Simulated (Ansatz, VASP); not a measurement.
**ZrB2: VASP beside Ansatz**

Contents of INCAR:

```
PREC     = Accurate       # precision mode
ENCUT    = 600            # plane-wave cutoff, eV
EDIFF    = 1E-6           # SCF threshold, eV
ISMEAR   = -1             # smearing method
SIGMA    = 0.05           # smearing width, eV
LREAL    = False          # projectors in reciprocal space
LASPH    = True           # aspherical terms in the spheres
NELM     = 80             # most SCF steps
ALGO     = Normal         # electronic algorithm
ISIF     = 3              # what is computed and relaxed
LWAVE    = False          # write WAVECAR
LCHARG   = False          # write CHGCAR
GGA      = RP             # functional
IVDW     = 12             # dispersion correction
IBRION   = 2              # ionic algorithm
NSW      = 60             # ionic steps
EDIFFG   = -0.01          # ionic threshold
```

File KPOINTS:

```
Automatic mesh
0
Gamma
  10 10 8
```

POSCAR

```
ZrB2
1.0
    3.1700000000      0.0000000000      0.0000000000
   -1.5850000000      2.7453005300      0.0000000000
    0.0000000000      0.0000000000      3.5330000000
Zr B
1 2
Direct
    0.0000000000      0.0000000000      0.0000000000
    0.6666666667      0.3333333333      0.5000000000
    0.3333333333      0.6666666667      0.5000000000
```

The input input.yaml:

```yaml
crystal:
  lattice:
    - [3.17, 0.0, 0.0]
    - [-1.585, 2.74530053, 0.0]
    - [0.0, 0.0, 3.533]
  atoms:
    - { symbol: Zr, position: [0.0, 0.0, 0.0] }
    - { symbol: B, position: [0.6666666667, 0.3333333333, 0.5] }
    - { symbol: B, position: [0.3333333333, 0.6666666667, 0.5] }
hamiltonian:
  xc: rpbe
  pseudopotentials: { kind: paw }
  dispersion: d3bj
kpoints:
  mp_grid: { grid: [10, 10, 8] }
scf:
  occupations: { method: fermi_dirac, width: 0.05 }
output:
  forces: true
  stress: true
  write_density: true
  write_potential: true
  elf: true
  volumetric_format: npy
relax:
  f_tol: 0.01
  max_steps: 40
  cell: { stress_tol: 0.05 }
```

Alike in both runs: task relaxation of cell and atoms; functional RPBE; dispersion D3(BJ); k mesh 10 × 10 × 8; occupations fermi-dirac, width 0.05 eV; no spin polarisation.

```csv
,VASP,Ansatz
version,VASP 6.6.1,Ansatz 0.2.0
potentials or method,"VASP PAW PBE potentials, release 64 (Zr_sv, B)",Ansatz PAW
plane-wave cutoff (eV),600,420
valence electrons in the cell,18,18
```

```tsv
	VASP	Ansatz	Ansatz less VASP
gap on the k mesh at the Fermi level, each at its own relaxed structure (eV)	none	none	-
relaxed volume (Å³/atom)	9.05	9.05	-0.005
relaxed cell length with the largest relative difference (Å)	3.377	3.376	-0.0010
energy change over the relaxation (meV/atom)	-128	-128	-0.8
```

A gap of «none» marks a metal or a gap that the smearing closes.

Caveats: the volume moved by -12 % from the deposited cell, more than functionals usually miss; pairwise dispersion overbinds metals, which lowers pressure and volume; the PAW data sets were made with another functional, which shifts forces and pressure a little (VASP); the plane-wave basis is chosen anew once the cell has moved, so the energies of steps on either side of that aren't comparable (Ansatz); the PAW data sets come from PBE, with cores solved anew for the run's functional, which leaves a small shift of forces and pressure (Ansatz).
